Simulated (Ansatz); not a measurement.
PtSe2 (Sudovikovite):

```
Pt Se
1.0
     3.72400    0.00000    0.00000
    -1.86200    3.22508    0.00000
     0.00000    0.00000    5.06200
Pt Se
1 2
Direct
  0.00000 0.00000 0.00000
  0.66667 0.33333 0.75000
  0.33333 0.66667 0.25000
```

| Property | Result |
| --- | --- |
| Program | Ansatz 0.2.0 |
| Task | relaxation of cell and atoms |
| Functional | PBE |
| Potentials or basis | Ansatz PAW |
| Cutoff | 420 eV (not typed: the program's choice for these potentials) |
| k mesh | 8 × 8 × 5 |
| Occupations | fermi-dirac, width 0.05 eV |
| Spin | no spin polarisation |

At the start: volume 20.27 Å³/atom.

Where does the relaxation end?

It ends after 20 steps and the volume is 26.62 Å³/atom (+31.4 %); space group P-3m1 (No. 164, to 0.05 Å).

The path:
```
step  energy change (eV)  largest force (eV/Å)  volume (Å³)
   1              0.0000                0.5919        60.80
   2             -0.0561                0.2009        68.25
   3             -0.0855                0.0907        66.42
   4             -0.0908                0.0169        66.89
   5             -0.0957                0.0965        68.46
   6             -0.0981                0.0818        70.09
   7             -0.0990                0.0056        70.46
   8             -0.1049                0.0078        70.46
   9             -0.1073                0.0076        71.53
  10             -0.1112                0.0406        74.31
  11             -0.1119                0.0209        75.14
  12             -0.1117                0.0302        77.31
  13             -0.1120                0.0006        76.91
  14             -0.1121                0.0007        76.71
  15             -0.1138                0.0000        76.71
  16             -0.1140                0.0009        77.52
  17             -0.1140                0.0125        79.34
  18             -0.1140                0.0000        79.70
  19             -0.1140                0.0002        79.86
  20             -0.1144                0.0001        79.86
```

Final structure:
```cif
data_structure
_symmetry_space_group_name_H-M 'P 1'
_symmetry_Int_Tables_number 1
_cell_length_a 3.7512
_cell_length_b 3.7512
_cell_length_c 6.5528
_cell_angle_alpha 90.000
_cell_angle_beta 90.000
_cell_angle_gamma 120.000
_cell_volume 79.86
loop_
_atom_site_label
_atom_site_type_symbol
_atom_site_fract_x
_atom_site_fract_y
_atom_site_fract_z
_atom_site_occupancy
Pt1 Pt 0.00000 0.00000 0.00000 1
Se1 Se 0.66667 0.33333 0.80056 1
Se2 Se 0.33333 0.66667 0.19944 1
```

Caveat: the volume moved by over 15 % at a fixed basis, so the end points are rough; the plane-wave basis is chosen anew once the cell has moved, so the energies of steps on either side of that aren't comparable; this functional lacks dispersion, which binds the layers, so the pressure and a relaxed spacing across them are unreliable, and here the layers came unbound; the volume moved by +31 % from the deposited cell, more than functionals usually miss.
